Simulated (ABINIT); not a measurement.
# WC: single point with PBE

Crystal: WC.

```
W C
1.0
     0.00000    2.19268    2.19268
     2.19268    0.00000    2.19268
     2.19268    2.19268    0.00000
W C
1 1
Direct
  0.00000 0.00000 0.00000
  0.50000 0.50000 0.50000
```

Measurements of this composition are mostly on another form, of space group No. 187.

```json
{
 "Program": "ABINIT 10.8.3 (patched build)",
 "Task": "single point",
 "Functional": "PBE",
 "Potentials or basis": "JTH PAW PBE v2.0",
 "Cutoff": "517 eV",
 "k mesh": "10 × 10 × 10",
 "Occupations": "fermi-dirac, width 0.05 eV",
 "Spin": "no spin polarisation"
}
```

* Pressure: -0.9 GPa
* Band gap on the k mesh: none (metal or under the smearing width)
* Valence electrons inside the program's atomic spheres: W 11.78; C 2.49

Levels at points of the mesh, in eV from the Fermi level:
| k point | band 6 | band 7 | band 8 | band 9 | band 10 | band 11 | band 12 | band 13 |
| --- | --- | --- | --- | --- | --- | --- | --- | --- |
| (0.00, 0.00, 0.00) | -2.80 | -2.80 | -2.80 | -1.11 | -1.11 | -1.11 | -1.01 | -1.01 |
| (0.50, 0.00, 0.00) | -9.84 | -6.63 | -6.63 | 0.99 | 0.99 | 2.27 | 4.90 | 8.72 |
| (0.50, 0.50, 0.00) | -5.82 | -5.65 | -2.55 | -2.55 | 0.81 | 2.22 | 2.22 | 5.38 |

It took 19 s on 1 thread of Arm Neoverse V2, on a shared host, peak memory 0.1 GiB.

Caveat: the highest band is partly filled, so the run has too few bands. The run has no spin-orbit coupling, so splittings on W are missing.
